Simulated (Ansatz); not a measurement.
**In2O3 (R-3c): a vacancy on In**

One table from this session's results is given with a row withheld; the runs are named, their logs left out.

Method: DFT PBEsol, scalar-relativistic, plane waves, PAW, in Ansatz 0.2.0.

3 further runs of the same task are left out: 3 set aside as unsound or not needed. Runs told in other sessions of the task aren't counted.

### The system as given

The cell holds 39 atoms (In15O24): a = 8.000 Å, b = 8.000 Å, c = 8.000 Å, α = 87.11°, β = 87.11°, γ = 87.11°.

The coordinates of this cell stand in the input of its own run.

The host was relaxed before at PBEsol: a = 5.512 Å, b = 5.512 Å, c = 14.537 Å, α = 90.00°, β = 90.00°, γ = 120.00° (conventional cell), 12.752 Å³/atom.

Places, in fractions of the supercell: a vacancy on In at (0.643, 0.643, 0.643). Its neighbours start displaced at random, with a spread of 0.03 Å in each coordinate.

Set-up of the first run:

input.yaml reads:

```yaml
crystal:
  lattice:
    - [2.7562186578, 1.591303584, 4.8456979816]
    - [-2.7562186578, 1.591303584, 4.8456979816]
    - [0.0, -3.1826071681, 4.8456979816]
  atoms:
    - { symbol: In, position: [0.6425528069, 0.6425528069, 0.6425528069] }
    - { symbol: In, position: [0.8574471931, 0.8574471931, 0.8574471931] }
    - { symbol: In, position: [0.3574471931, 0.3574471931, 0.3574471931] }
    - { symbol: In, position: [0.1425528069, 0.1425528069, 0.1425528069] }
    - { symbol: O, position: [0.0458555512, 0.75, 0.4541444488] }
    - { symbol: O, position: [0.75, 0.4541444488, 0.0458555512] }
    - { symbol: O, position: [0.4541444488, 0.0458555512, 0.75] }
    - { symbol: O, position: [0.9541444488, 0.25, 0.5458555512] }
    - { symbol: O, position: [0.5458555512, 0.9541444488, 0.25] }
    - { symbol: O, position: [0.25, 0.5458555512, 0.9541444488] }
basis:
  ecutwfc: 420
  xc_grid: 2
kpoints:
  mp_grid: { grid: [6, 6, 6] }
  band_path: { path: [VBM, CBM], npoints: 2 }
hamiltonian:
  xc: pbesol
scf:
  occupations: { method: gaussian, width: 0.02 }
output:
  forces: true
  stress: true
  eigenvalues: true
```

The run is started by

```console
$ ansatz run input.yaml --threads 8 --pin off --max-ram 16384MiB --backend cpu --events-out ev --progress --plain --runs-dir out
```

Steps of the session up to this table: Band edges of the host over the zone; Dielectric tensors of the host, without U; The perfect crystal in the supercell of 40 atoms; Charge 0, atoms relaxed; Charge -1, atoms relaxed; Charge -3, atoms relaxed; More of the same log: V_In, charge -3, atoms relaxed at the host's cell.

One table of the session follows, with a row left open; its other results are not shown here.

It belongs to the step «The neighbours». 

```
      state  cell moment (μB)
ideal sites              0.00
   charge 0              3.00
  charge -1                 ?
  charge -3              0.00
```

**Question.** Estimate the row for charge -1.

As computed: cell moment (μB): 2.00. In the column «cell moment (μB)» it lies between charge -3 (0.00) and charge 0 (3.00).

To keep in mind: The program doubts the potential alignment. Warnings in the runs' records: seeded moment not kept, field response mesh resolution.
